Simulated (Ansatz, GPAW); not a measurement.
# Geometry or basis: what sets the conductance of a Ag chain with CO on top of one atom, part 3 of 3

How well does a Ag chain with CO on top of one atom conduct once its atoms have relaxed, and how much do cheaper levels lose?

GPAW 26.7.0 and Ansatz 0.2.0; Ansatz plane waves; relaxation of the junction with the lead ends held; PAW set soft_1 (the session's first sound run).

So far, transmission at the Fermi level (one spin): step 3 (plane waves, PBE) 0.967; step 4 (double-zeta polarised basis, PBE, GPAW) 0.969. Also open channels of the lead at the Fermi level (one spin): step 3 1.

## 5. GPAW, szp: basis = "szp(dzp)"

Level of this step: GPAW LCAO, PAW setups; Landauer transmission from Green's functions with principal layers (ASE), zero bias (GPAW).

The second zeta is dropped, the polarisation orbitals stay.

File run.py:

```python
import json
import numpy as np
from ase import Atoms
from ase.transport.calculators import TransportCalculator
from gpaw import GPAW, FermiDirac
from gpaw.lcao.tools import get_lcao_hamiltonian
from scipy.linalg import eigh

# The junction with lead layers at both ends, along the third cell vector
device = Atoms(
    ['Ag', 'Ag', 'Ag', 'Ag', 'Ag', 'Ag', 'Ag', 'Ag', 'C', 'O', 'Ag', 'Ag', 'Ag', 'Ag', 'Ag', 'Ag', 'Ag'],
    positions=[
        [4.50000, 4.50000, 1.33000],
        [4.50000, 4.50000, 3.99000],
        [4.50000, 4.50000, 6.65000],
        [4.50000, 4.50000, 9.31000],
        [4.50000, 4.50000, 11.97000],
        [4.67972, 4.41652, 14.74422],
        [4.27412, 4.60735, 17.46003],
        [5.38026, 4.14355, 19.94873],
        [7.57525, 4.02154, 19.99161],
        [8.45131, 4.75541, 20.01317],
        [4.27210, 4.60495, 22.44033],
        [4.67317, 4.41606, 25.15502],
        [4.50000, 4.50000, 27.93000],
        [4.50000, 4.50000, 30.59000],
        [4.50000, 4.50000, 33.25000],
        [4.50000, 4.50000, 35.91000],
        [4.50000, 4.50000, 38.57000]],
    cell=[[9.0, 0.0, 0.0], [0.0, 9.0, 0.0], [0.0, 0.0, 39.9]],
    pbc=True)

# One principal layer of the lead: the first 4 atoms of the device
lead = Atoms(
    ['Ag', 'Ag', 'Ag', 'Ag'],
    positions=[
        [4.50000, 4.50000, 1.33000],
        [4.50000, 4.50000, 3.99000],
        [4.50000, 4.50000, 6.65000],
        [4.50000, 4.50000, 9.31000]],
    cell=[[9.0, 0.0, 0.0], [0.0, 9.0, 0.0], [0.0, 0.0, 10.64]],
    pbc=True)

settings = dict(mode='lcao', basis='szp(dzp)', xc='PBE', h=0.18,
                occupations=FermiDirac(0.1), maxiter=250,
                mixer=dict(beta=0.1, nmaxold=8, weight=100.0),
                convergence=dict(density=0.0001))
energies = np.arange(-2, 2 + 1e-9, 0.025)
eta = 0.0001
n1, n2 = 1, 1
# k and -k transmit alike, so half of the mesh across the current serves
mesh = [(i, j) for i in range(n1) for j in range(n2) if (i, j) <= (-i % n1, -j % n2)]
weights = np.array([1 if (i, j) == (-i % n1, -j % n2) else 2 for i, j in mesh]) / (n1 * n2)

# [... helper functions left out ...]
fermi_lead = ground_state(lead, (1, 1, 11), 'lead.txt')
fermi_device = ground_state(device, (1, 1, 2), 'device.txt')
# [... loop over the mesh left out, but for ...]
        # Shift the lead onto the potential of the device's first layer
        shift = ((H[:, 0, 0] - H0[:, 0, 0]) / S0[0, 0]).real.mean()
# [...]
kT = 8.617333e-5 * 300
bias = [0.1, 0.2, 0.5, 1.0, 1.5, 2.0]
# [... integrals and printing left out ...]
```

Run with:

```bash
$ OMP_NUM_THREADS=1 OPENBLAS_NUM_THREADS=1 python run.py
```

Numbers of over 12 decimals in the logs are rounded to 6 here.

The program printed:

```text
basis functions: device 243, principal layer 60
Fermi level: lead -3.7324 eV, device -3.6387 eV; lead shifted by -0.0000 eV
largest coupling past the next layer 3.56e-05 eV, largest misfit of the first layer 0.011 eV
  E-E_F (eV)   T (one spin)  channels
    -2.000    1.2963e-01    3.0000
    -1.975    9.8667e-02    3.0000
    -1.950    7.3750e-02    3.0000
[...]
1.975    9.9719e-01    1.0000
     2.000    9.9740e-01    1.0000
conductance at 300 K: 0.98041 G0 a cell; thermopower -0.4992 uV/K
current from the zero-bias T(E) at 0.1 V: 7.5952 uA
current from the zero-bias T(E) at 0.2 V: 15.184 uA
current from the zero-bias T(E) at 0.5 V: 37.855 uA
current from the zero-bias T(E) at 1.0 V: 75.092 uA
current from the zero-bias T(E) at 1.5 V: 112.35 uA
current from the zero-bias T(E) at 2.0 V: 150.15 uA
```

The job ended after 3.4 min (1 thread of Arm Neoverse V2, shared host; peak memory 2.1 GiB).

Numbers from this step:

| Property | Result |
| --- | --- |
| conductance | 0.9804 G₀ |
| largest misfit of the first principal layer | 0.01055 eV |
| shift that aligns the lead | -6.53e-6 eV |
| basis functions of the junction | 243 |
| basis functions of a principal layer | 60 |
| transmission at the Fermi level (one spin) | 0.9808 |

One spin. Table of transmission, zone mean by energy, zero at the Fermi level:

| energy (eV) | transmission, zone mean |
| --- | --- |
| -2.000 | 0.130 |
| -1.900 | 0.0389 |
| -1.800 | 0.00834 |
| -1.700 | 3.4e-4 |
| -1.600 | 6.4e-5 |
| -1.500 | 8.5e-9 |
| -1.400 | 8.6e-9 |
| -1.300 | 8.8e-9 |
| -1.200 | 8.9e-9 |
| -1.100 | 3.8e-9 |
| -1.000 | 0.975 |
| -0.900 | 0.988 |
| -0.850 | 0.995 |
| -0.800 | 0.987 |
| -0.700 | 0.946 |
| -0.600 | 0.918 |
| -0.500 | 0.913 |
| -0.400 | 0.925 |
| -0.300 | 0.943 |
| -0.200 | 0.960 |
| -0.100 | 0.973 |
| 0.000 | 0.981 |
| 0.100 | 0.986 |
| 0.200 | 0.989 |
| 0.300 | 0.991 |
| 0.400 | 0.992 |
| 0.500 | 0.993 |
| 0.600 | 0.993 |
| 0.700 | 0.993 |
| 0.800 | 0.992 |
| 0.900 | 0.991 |
| 1.000 | 0.990 |
| 1.100 | 0.988 |
| 1.200 | 0.988 |
| 1.300 | 0.989 |
| 1.400 | 0.992 |
| 1.500 | 0.996 |
| 1.600 | 0.992 |
| 1.700 | 0.991 |
| 1.800 | 0.995 |
| 1.900 | 0.996 |
| 2.000 | 0.997 |

The conductance, 0.980 G₀, lies 1.3 % above that of the dzp run.

## 6. Minimal basis

One function for each valence shell of the setup, as for a first survey of a large system.

Edit run.py of step 5 so:

```diff
@@ -43,3 +43,3 @@
 
-settings = dict(mode='lcao', basis='szp(dzp)', xc='PBE', h=0.18,
+settings = dict(mode='lcao', basis='sz(dzp)', xc='PBE', h=0.18,
                 occupations=FermiDirac(0.1), maxiter=250,
```

The program printed:

```text
basis functions: device 188, principal layer 48
Fermi level: lead -3.7323 eV, device -3.6589 eV; lead shifted by -0.0039 eV
largest coupling past the next layer 3.59e-05 eV, largest misfit of the first layer 0.010 eV
  E-E_F (eV)   T (one spin)  channels
    -2.000    6.0942e-01    3.0000
    -1.975    4.9295e-01    3.0000
    -1.950    4.0528e-01    3.0000
[...]
1.975    9.9121e-01    1.0000
     2.000    9.9239e-01    1.0000
conductance at 300 K: 0.98368 G0 a cell; thermopower -0.4735 uV/K
current from the zero-bias T(E) at 0.1 V: 7.6206 uA
current from the zero-bias T(E) at 0.2 V: 15.236 uA
current from the zero-bias T(E) at 0.5 V: 37.992 uA
current from the zero-bias T(E) at 1.0 V: 75.394 uA
current from the zero-bias T(E) at 1.5 V: 112.82 uA
current from the zero-bias T(E) at 2.0 V: 149.89 uA
```

Elapsed: 3.1 min, on 1 thread; peak memory 2 GiB.

Numbers from this step:

* conductance: 0.9837 G₀
* largest coupling past the next principal layer: 3.59e-5 eV
* largest misfit of the first principal layer: 0.01022 eV
* shift that aligns the lead: -0.003859 eV
* basis functions of the junction: 188
* basis functions of a principal layer: 48
* transmission at the Fermi level (one spin): 0.9840

The conductance, 0.984 G₀, lies 1.6 % above that of the dzp run.

## 7. RPBE in the dzp basis: xc = "RPBE"

Back in the dzp basis, the functional changes from PBE to RPBE, to set the spread between functionals beside that between bases.

Edit run.py of step 6 so:

```diff
@@ -43,3 +43,3 @@
 
-settings = dict(mode='lcao', basis='sz(dzp)', xc='PBE', h=0.18,
+settings = dict(mode='lcao', basis='dzp', xc='RPBE', h=0.18,
                 occupations=FermiDirac(0.1), maxiter=250,
```

The program printed:

```text
basis functions: device 431, principal layer 108
Fermi level: lead -3.6141 eV, device -3.4886 eV; lead shifted by -0.0033 eV
largest coupling past the next layer 3.60e-05 eV, largest misfit of the first layer 0.011 eV
  E-E_F (eV)   T (one spin)  [channel counts left out]
    -2.000    5.0366e-02
    -1.975    3.3654e-02
    -1.950    2.1857e-02
[...]
1.975    5.6555e-01
     2.000    5.4997e-01
conductance at 300 K: 0.96899 G0 a cell; thermopower -0.7131 uV/K
current from the zero-bias T(E) at 0.1 V: 7.5064 uA
current from the zero-bias T(E) at 0.2 V: 15.005 uA
current from the zero-bias T(E) at 0.5 V: 37.374 uA
current from the zero-bias T(E) at 1.0 V: 73.874 uA
current from the zero-bias T(E) at 1.5 V: 109.86 uA
current from the zero-bias T(E) at 2.0 V: 146.76 uA
```

It took 4.2 min on 1 thread; peak memory 2.2 GiB.

Numbers from this step:

- conductance: 0.9690 G₀
- largest coupling past the next principal layer: 3.60e-5 eV
- largest misfit of the first principal layer: 0.01070 eV
- shift that aligns the lead: -0.003271 eV
- basis functions of the junction: 431
- basis functions of a principal layer: 108
- transmission at the Fermi level (one spin): 0.9694

The conductance equals that of the dzp run to 0.2 %.

## 8. The structure as built: geometry = "as built"

The dzp basis with PBE on the structure as first built shows what the relaxation was worth.

Edit run.py of step 7 so:

```diff
@@ -17,9 +17,9 @@
         [4.50000, 4.50000, 11.97000],
-        [4.67972, 4.41652, 14.74422],
-        [4.27412, 4.60735, 17.46003],
-        [5.38026, 4.14355, 19.94873],
-        [7.57525, 4.02154, 19.99161],
-        [8.45131, 4.75541, 20.01317],
-        [4.27210, 4.60495, 22.44033],
-        [4.67317, 4.41606, 25.15502],
+        [4.50000, 4.50000, 14.63000],
+        [4.50000, 4.50000, 17.29000],
+        [4.50000, 4.50000, 19.95000],
+        [6.31420, 4.50000, 19.95000],
+        [7.47420, 4.50000, 19.95000],
+        [4.50000, 4.50000, 22.61000],
+        [4.50000, 4.50000, 25.27000],
         [4.50000, 4.50000, 27.93000],
@@ -43,3 +43,3 @@
 
-settings = dict(mode='lcao', basis='dzp', xc='RPBE', h=0.18,
+settings = dict(mode='lcao', basis='dzp', xc='PBE', h=0.18,
                 occupations=FermiDirac(0.1), maxiter=250,
```

The program printed:

```text
basis functions: device 431, principal layer 108
Fermi level: lead -3.7835 eV, device -3.6230 eV; lead shifted by -0.0003 eV
largest coupling past the next layer 3.56e-05 eV, largest misfit of the first layer 0.070 eV
  E-E_F (eV)   T (one spin)  channels
    -2.000    3.8916e-01    3.0000
    -1.975    3.4661e-01    3.0000
    -1.950    3.0508e-01    3.0000
[...]
1.975    2.0359e-04    1.0000
     2.000    1.1716e-03    1.0000
conductance at 300 K: 0.063734 G0 a cell; thermopower 67.36 uV/K
current from the zero-bias T(E) at 0.1 V: 0.50024 uA
current from the zero-bias T(E) at 0.2 V: 1.0379 uA
current from the zero-bias T(E) at 0.5 V: 3.1558 uA
current from the zero-bias T(E) at 1.0 V: 8.9726 uA
current from the zero-bias T(E) at 1.5 V: 17.737 uA
current from the zero-bias T(E) at 2.0 V: 28.984 uA
```

The job ended after 2.5 min (1 thread; peak memory 2.2 GiB).

This step gave:

```
conductance                                    : 0.06373 G₀
largest coupling past the next principal layer : 3.56e-5 eV
largest misfit of the first principal layer    : 0.07049 eV
shift that aligns the lead                     : -2.76e-4 eV
transmission at the Fermi level (one spin)     : 0.06169
```

One spin. The transmission, zone mean by energy, zero at the Fermi level:

| energy (eV) | transmission, zone mean |
| --- | --- |
| -2.000 | 0.389 |
| -1.900 | 0.227 |
| -1.800 | 0.0984 |
| -1.700 | 0.0284 |
| -1.600 | 6.7e-8 |
| -1.500 | 4.5e-8 |
| -1.400 | 4.6e-8 |
| -1.300 | 4.8e-8 |
| -1.200 | 4.9e-8 |
| -1.100 | 6.5e-8 |
| -1.050 | 0.836 |
| -1.000 | 0.492 |
| -0.900 | 0.394 |
| -0.800 | 0.366 |
| -0.700 | 0.346 |
| -0.600 | 0.320 |
| -0.500 | 0.294 |
| -0.400 | 0.269 |
| -0.300 | 0.239 |
| -0.200 | 0.193 |
| -0.100 | 0.130 |
| 0.000 | 0.0617 |
| 0.100 | 0.0137 |
| 0.200 | 1.4e-4 |
| 0.300 | 0.0154 |
| 0.400 | 0.0468 |
| 0.500 | 0.0838 |
| 0.600 | 0.120 |
| 0.700 | 0.152 |
| 0.800 | 0.175 |
| 0.900 | 0.190 |
| 1.000 | 0.195 |
| 1.100 | 0.189 |
| 1.200 | 0.175 |
| 1.300 | 0.152 |
| 1.400 | 0.125 |
| 1.500 | 0.0944 |
| 1.600 | 0.0637 |
| 1.700 | 0.0360 |
| 1.800 | 0.0144 |
| 1.900 | 0.00200 |
| 2.000 | 0.00117 |

The conductance, 0.0637 G₀, lies a factor of 15 below that of the dzp run.

## 9. The ladder

Times are wall times on the hardware named with each run. The series side by side:

| no. | run | conductance (G₀) | time | memory (GiB) |
| --- | --- | --- | --- | --- |
| 1 | pw PBE | 0.9669 | 2 min | 5.0 |
| 2 | dzp | 0.9680 | 4.3 min | 2.2 |
| 3 | szp | 0.9804 | 3.4 min | 2.1 |
| 4 | sz | 0.9837 | 3.1 min | 2.0 |
| 5 | dzp RPBE | 0.9690 | 4.2 min | 2.2 |
| 6 | asbuilt | 0.06373 | 2.5 min | 2.2 |

## 10. Comparison

The curves are compared point by point over the common energies.

This step: comparison of transmission and cost over codes, levels and geometry; PAW set soft_1 (GPAW 26.7.0).

Ladder, by row:

| step | code | T at the Fermi level (sum over the listed spins) | conductance (G0) | r.m.s. T(E) from the first | wall time (s) | peak memory (GiB) | threads |
| --- | --- | --- | --- | --- | --- | --- | --- |
| pw-pbe | Ansatz | 0.9674 | 0.9669 | 0 | 118.5 | 4.968 | 4 |
| dzp | GPAW | 0.9685 | 0.968 | 0.04057 | 260.3 | 2.19 | 1 |
| szp | GPAW | 0.9808 | 0.9804 | 0.05794 | 201.1 | 2.09 | 1 |
| sz | GPAW | 0.984 | 0.9837 | 0.131 | 185 | 2.01 | 1 |
| dzp-RPBE | GPAW | 0.9694 | 0.969 | 0.06389 | 251 | 2.19 | 1 |
| asbuilt | GPAW | 0.06169 | 0.06373 | 0.7031 | 150.7 | 2.19 | 1 |

Table of transmission, zone mean, sum over the listed spins by energy, zero at the Fermi level:

| energy (eV) | pw-pbe | dzp | szp | sz | dzp-RPBE | asbuilt |
| --- | --- | --- | --- | --- | --- | --- |
| -2.000 | 0.0176 | 0.176 | 0.130 | 0.609 | 0.0504 | 0.389 |
| -1.800 | 1.2e-4 | 0.00536 | 0.00834 | 0.0925 | 3.0e-4 | 0.0984 |
| -1.600 | 0 | 2.2e-8 | 6.4e-5 | 0.00458 | 2.3e-8 | 6.7e-8 |
| -1.400 | 0 | 2.3e-8 | 8.6e-9 | 5.4e-11 | 2.3e-8 | 4.6e-8 |
| -1.200 | 0 | 2.3e-8 | 8.9e-9 | 8.2e-13 | 2.3e-8 | 4.9e-8 |
| -1.075 | 0.236 | 0.383 | 2.0e-7 | 2.2e-10 | 0.901 | 1.7e-4 |
| -1.000 | 0.830 | 0.829 | 0.975 | 0.969 | 0.912 | 0.492 |
| -0.925 | 0.931 | 0.952 | 0.984 | 0.944 | 0.962 | 0.407 |
| -0.800 | 0.893 | 0.909 | 0.987 | 0.994 | 0.915 | 0.366 |
| -0.600 | 0.843 | 0.852 | 0.918 | 0.925 | 0.859 | 0.320 |
| -0.400 | 0.879 | 0.886 | 0.925 | 0.931 | 0.891 | 0.269 |
| -0.200 | 0.935 | 0.939 | 0.960 | 0.964 | 0.941 | 0.193 |
| 0.000 | 0.967 | 0.969 | 0.981 | 0.984 | 0.969 | 0.0617 |
| 0.200 | 0.981 | 0.981 | 0.989 | 0.992 | 0.982 | 1.4e-4 |
| 0.400 | 0.987 | 0.986 | 0.992 | 0.995 | 0.987 | 0.0468 |
| 0.475 | 0.988 | 0.987 | 0.993 | 0.995 | 0.988 | 0.0744 |
| 0.600 | 0.989 | 0.987 | 0.993 | 0.994 | 0.988 | 0.120 |
| 0.800 | 0.988 | 0.987 | 0.992 | 0.988 | 0.988 | 0.175 |
| 1.000 | 0.986 | 0.985 | 0.990 | 0.956 | 0.986 | 0.195 |
| 1.200 | 0.985 | 0.984 | 0.988 | 0.758 | 0.986 | 0.175 |
| 1.400 | 0.987 | 0.987 | 0.992 | 0.752 | 0.989 | 0.125 |
| 1.600 | 0.996 | 0.996 | 0.992 | 0.951 | 0.998 | 0.0637 |
| 1.675 | 0.999 | 0.998 | 0.990 | 0.967 | 0.997 | 0.0424 |
| 1.700 | 1.000 | 0.998 | 0.991 | 0.971 | 0.995 | 0.0360 |
| 1.800 | 0.990 | 0.978 | 0.995 | 0.981 | 0.946 | 0.0144 |
| 2.000 | 0.661 | 0.608 | 0.997 | 0.992 | 0.550 | 0.00117 |

## 11. SCF mesh 1×1×1, smearing 0.01

The SCF mesh sets the Fermi level of the repeated cell. Smearing helps the SCF of a metal converge, but it blurs occupations at band edges near the Fermi level.

This step: GPAW LCAO, PAW setups; Landauer transmission from Green's functions with principal layers (ASE), zero bias (GPAW 26.7.0).

Edit run.py of step 8 so:

```diff
@@ -17,9 +17,9 @@
         [4.50000, 4.50000, 11.97000],
-        [4.50000, 4.50000, 14.63000],
-        [4.50000, 4.50000, 17.29000],
-        [4.50000, 4.50000, 19.95000],
-        [6.31420, 4.50000, 19.95000],
-        [7.47420, 4.50000, 19.95000],
-        [4.50000, 4.50000, 22.61000],
-        [4.50000, 4.50000, 25.27000],
+        [4.67972, 4.41652, 14.74422],
+        [4.27412, 4.60735, 17.46003],
+        [5.38026, 4.14355, 19.94873],
+        [7.57525, 4.02154, 19.99161],
+        [8.45131, 4.75541, 20.01317],
+        [4.27210, 4.60495, 22.44033],
+        [4.67317, 4.41606, 25.15502],
         [4.50000, 4.50000, 27.93000],
@@ -44,3 +44,3 @@
 settings = dict(mode='lcao', basis='dzp', xc='PBE', h=0.18,
-                occupations=FermiDirac(0.1), maxiter=250,
+                occupations=FermiDirac(0.01), maxiter=250,
                 mixer=dict(beta=0.1, nmaxold=8, weight=100.0),
@@ -56,3 +56,3 @@
 fermi_lead = ground_state(lead, (1, 1, 11), 'lead.txt')
-fermi_device = ground_state(device, (1, 1, 2), 'device.txt')
+fermi_device = ground_state(device, (1, 1, 1), 'device.txt')
 # [... loop over the mesh left out, but for ...]
```

The program printed:

```text
basis functions: device 431, principal layer 108
Fermi level: lead -3.7944 eV, device -3.5047 eV; lead shifted by -0.1613 eV
largest coupling past the next layer 3.56e-05 eV, largest misfit of the first layer 0.037 eV
  E-E_F (eV)   T (one spin)  channels
    -2.000    1.7791e-02    3.0000
    -1.975    1.1054e-02    3.0000
    -1.950    5.9359e-03    3.0000
    -1.925    4.2793e-04    1.0000
    -1.900    3.8456e-04    1.0000
    -1.875    3.1076e-04    1.0000
    -1.850    2.3487e-04    1.0000
    -1.825    1.6513e-04    1.0000
    -1.800    1.0364e-04    1.0000
    -1.775    4.8616e-05    1.0000
    -1.750    2.8865e-08    0.0000
    -1.725    2.8576e-08    0.0000
    -1.700    2.8670e-08    0.0000
    -1.675    2.8789e-08    0.0000
    -1.650    2.8922e-08    0.0000
    -1.625    2.9069e-08    0.0000
[...]
1.825    6.1589e-01    1.0000
     1.850    5.7098e-01    1.0000
     1.875    5.5329e-01    1.0000
     1.900    5.6398e-01    1.0000
     1.925    5.9869e-01    1.0000
     1.950    6.4905e-01    1.0000
     1.975    7.0518e-01    1.0000
     2.000    7.5865e-01    1.0000
conductance at 300 K: 0.99379 G0 a cell; thermopower -0.1859 uV/K
current from the zero-bias T(E) at 0.1 V: 7.6987 uA
current from the zero-bias T(E) at 0.2 V: 15.39 uA
current from the zero-bias T(E) at 0.5 V: 38.331 uA
current from the zero-bias T(E) at 1.0 V: 75.511 uA
current from the zero-bias T(E) at 1.5 V: 111.24 uA
current from the zero-bias T(E) at 2.0 V: 147.21 uA
```

The job ended after 2.2 min (1 thread; peak memory 2.2 GiB).

The run finished with changed settings (scf_mesh = [1, 1, 1] and width = 0.01); it serves as a test.

The two runs compared:

| quantity | this run | sound run | difference |
| --- | --- | --- | --- |
| conductance (G₀) | 0.99379 | 0.96803 | 0.0258 |
| largest coupling past the next principal layer (eV) | 3.556e-5 | 3.556e-5 | 1.5e-9 |
| largest misfit of the first principal layer (eV) | 0.036626 | 0.010445 | 0.0262 |
| shift that aligns the lead (eV) | -0.16134 | -0.0035798 | -0.158 |
| transmission at the Fermi level (one spin) | 0.99420 | 0.96850 | 0.0257 |

The two runs differ clearly in the shift that aligns the lead: -0.161 eV against -0.00358 eV.

## 12. Outcome

| Quantity | Value |
| --- | --- |
| conductance | 0.968 G₀ |
| transmission at the Fermi level, mean of the spins | 0.969 |
| thermopower | about 0 (under 1.5 μV/K) |

What this shows: In the dzp basis the junction conducts 0.968 G₀ at 300 K, with T = 0.969 a spin at the Fermi level; the sz basis reaches that conductance within 10 %. Relaxation moved atoms by up to 1.3 Å and took the conductance from 0.0637 to 0.968 G₀, as a ratio a larger change than the step from dzp to the minimal basis. Plane waves (PBE) give T = 0.967 there. At the Fermi level one eigenchannel carries the current (0.97). Measured against the first run (pw-pbe), the nearest curve is that of dzp (r.m.s. 0.041) and the farthest that of asbuilt (0.70). Over the compared runs wall time goes from 119 s (pw-pbe) to 260 s (dzp), on a shared host; the plane-wave run used 4 threads and the orbital runs 1. The leads kept an estimated spacing and the cell its length, so the junction may be under some tension or compression. The run had no spin polarisation, so a magnetic state, which chains and small molecules with open shells often have, wasn't tested. An evenly spaced straight chain is an idealisation: free chains tend to dimerise, zigzag or, where a band edge lies near the Fermi level, turn magnetic. The currents use the zero-bias T(E) throughout, which holds only while the bias is small against the distance to the nearest feature.

[Logs are printed without paths, hosts, clocks, repeated set-up lines and the standing remarks that a program may print on its own settings, such as how far it seeks lower states.]

[Hosts, paths, dates, database ids (printed as entryN), source tags and the programs' standing remarks are cut or masked in the printed files.]
